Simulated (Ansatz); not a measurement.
# BaTiO3: the cost of one run

Program: Ansatz 0.2.0. Level of theory: DFT, PBE, plane-wave PAW, default files, scalar-relativistic, as far as a step names no other. These are calculated values, not measurements.

1 further run of the same task is left out (it didn't finish).

### 1 Starting point

Symmetry: Pm-3m, No. 221, cubic system. Conventional cell: a = 4.006 Å, b = 4.006 Å, c = 4.006 Å, α = 90.00°, β = 90.00°, γ = 90.00°. Around Ba (site symmetry m-3m) lie 12 O at 2.83 Å. Around Ti (site symmetry m-3m) lie 6 O at 2.00 Å. Around O (site symmetry 4/mmm) lie 2 Ti at 2.00 Å and 4 Ba at 2.83 Å.

Coordinates:

```
CELL_PARAMETERS angstrom
4.00600 0.00000 0.00000
0.00000 4.00600 0.00000
0.00000 0.00000 4.00600
ATOMIC_POSITIONS crystal
Ba 0.50000 0.50000 0.50000
Ti 0.00000 0.00000 0.00000
O 0.50000 0.00000 0.00000
O 0.00000 0.50000 0.00000
O 0.00000 0.00000 0.50000
```

The earlier run gave: gap on the mesh 1.81 eV, largest force 0.000 eV/Å, pressure 1.7 GPa.

Site by site (atoms counted from 1):

```tsv
site	atoms	first shell	V_zz (10²¹ V/m²)	η	C_Q (MHz)
Ba	1	12 O at 2.83 Å	0.00	–	0 (¹³⁷Ba)
Ti	2	6 O at 2.00 Å	0.00	–	0 (⁴⁹Ti)
O	3, 4, 5	2 Ti at 2.00 Å, angle 180°; also 4 Ba at 2.83 Å	2.60	0.00	-1.61 (¹⁷O)
```

C_Q = eQV_zz/h, which is 24.18 MHz for Q = 1 b and V_zz = 10²¹ V/m²; η = (V_xx − V_yy)/V_zz. Nuclear quadrupole moments: year-2017 set (Pyykkö).

### 2 Ions relaxed at fixed cell

Contents of input.yaml:

```yaml
crystal:
  lattice:
    - [4.006, 0.0, 0.0]
    - [0.0, 4.006, 0.0]
    - [0.0, 0.0, 4.006]
  atoms:
    - { symbol: Ba, position: [0.5, 0.5, 0.5] }
    - { symbol: Ti, position: [0.0, 0.0, 0.0] }
    - { symbol: O, position: [0.5, 0.0, 0.0] }
    - { symbol: O, position: [0.0, 0.5, 0.0] }
    - { symbol: O, position: [0.0, 0.0, 0.5] }
kpoints:
  mp_grid: { grid: [8, 8, 8] }
scf:
  occupations: { method: fermi_dirac, width: 0.02 }
hamiltonian:
  xc: pbe
  pseudopotentials: { kind: paw }
output:
  forces: true
  stress: true
  populations: true
  efg:
    quadrupole_moments_barn: { Ba: 0.236, Ti: 0.247, O: -0.02558 }
    contact_densities: true
relax:
  f_tol: 0.02
  max_steps: 60
```

On the command line:

```console
> ansatz run input.yaml --threads 1 --pin off --max-ram 3072MiB --backend cpu --events-out ev --progress --plain --runs-dir out
```

What time and memory should one allow on 1 thread of Arm Neoverse V1, shared host?

About 7.7 s, with a peak of 0.45 GiB.
